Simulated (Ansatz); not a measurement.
**BaTe, relaxed from a PbO-type start to space group Pm-3m (read at 0.02 Å)**

Method: PBEsol, scalar-relativistic; no spin polarisation; PAW, 420 eV, Γ-centred 6×6×8 mesh, 0.05 eV Gaussian smearing; code Ansatz. The datasets are Ansatz's generated set soft_2.

```xyz
4
Lattice="5.8841 0.0000 0.0000 0.0000 5.8841 0.0000 0.0000 0.0000 4.1615" Properties=species:S:1:pos:R:3 pbc="T T T"
Ba    2.9420    0.0000    2.0808
Ba    0.0000    2.9420    2.0808
Te    0.0000    0.0000    0.0000
Te    2.9420    2.9420    0.0000
```

This is a trial structure: the heavier alkaline earths' oxides and chalcogenides take the rock-salt structure.

The cell above was scaled in volume, and shape and atoms were relaxed at each volume within its symmetry. Energies are counted from the cell above.

The cell is relaxed to zero pressure at this level.

```tsv
V (Å³/atom)	ΔE (meV/atom)	P from the stress (GPa)
34.579	6.98	1.61
35.300	1.68	0.76
36.020	0.00	0.00
36.740	1.57	-0.69
37.461	6.07	-1.30
```

Problem. Do the energies and the pressures agree? Compare −ΔE/ΔV between neighbouring points (1 meV/Å³ = 0.1602 GPa) with the mean of their pressures.

Solution. 
| interval (Å³/atom) | −ΔE/ΔV (GPa) | mean P (GPa) |
| --- | --- | --- |
| 34.58 to 35.30 | 1.2 | 1.2 |
| 35.30 to 36.02 | 0.4 | 0.4 |
| 36.02 to 36.74 | -0.4 | -0.3 |
| 36.74 to 37.46 | -1.0 | -1.0 |
They differ by 0.01 GPa at most.

Problem. What do the two routes give for V0, B0 and B0′?

Solution. A third-order Birch–Murnaghan fit of the energies: V0 = 36.02 Å³/atom, B0 = 36 GPa, B0′ = 4.4. A polynomial of P in ln V, with B = −dP/d ln V at P = 0: V0 = 36.02 Å³/atom, B0 = 36 GPa, B0′ = 4.4.

B0·V0 = 36.1 GPa × 36.02 Å³ = 8.12 eV/atom sets the scale: near the minimum ΔE ≈ ½ B0 V0 x², with x = V/V0 − 1, and a pressure of 0.4 GPa squeezes the volume by about 1 %. At the ends of the curve: x = −4.0 % predicts 6.5 meV/atom and the run gives 7.0; x = +4.0 % predicts 6.5 meV/atom and the run gives 6.1. The curve is steeper than the parabola on the compressed side and flatter on the expanded side: the bulk modulus rises with pressure.

 Scalar-relativistic only: spin–orbit splittings of the heavy atoms' levels are missing.
